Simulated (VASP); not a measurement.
Runs of VASP 6.6.1 on Pb. The structure is cubic, space group Im-3m (No. 229). The conventional cell has a = 4.103 Å, b = 4.103 Å, c = 4.103 Å, α = 90.00°, β = 90.00°, γ = 90.00°. Around Pb (site symmetry m-3m) lie 8 Pb at 3.55 Å. This isn't the form of Pb at room conditions, which is fcc.

```tsv
cell	k mesh	gap on the mesh (eV)	pressure (GPa)
Im-3m, 34.53 Å³/atom	12 × 12 × 12	none	-1.1
Im-3m, 37.19 Å³/atom	12 × 12 × 12	none	-2.9
Im-3m, 31.88 Å³/atom	12 × 12 × 12	none	1.7
Im-3m, 33.2 Å³/atom	18 × 18 × 18	none	(a)
```

Alike in all rows: task single point; level RPBE; potentials or basis VASP PAW PBE potentials, release 64 (Pb_d); no spin polarisation; cutoff (eV) 520; smearing fermi-dirac 0.1 eV.

Estimate the missing entries.

(a) 0.0.

Caveats: the PAW data sets were made with another functional, which shifts forces and pressure a little.

A k mesh can miss the band edges, and the runs leave out spin-orbit coupling on Pb.

A gap of «none» marks a metal or a gap under the smearing width.
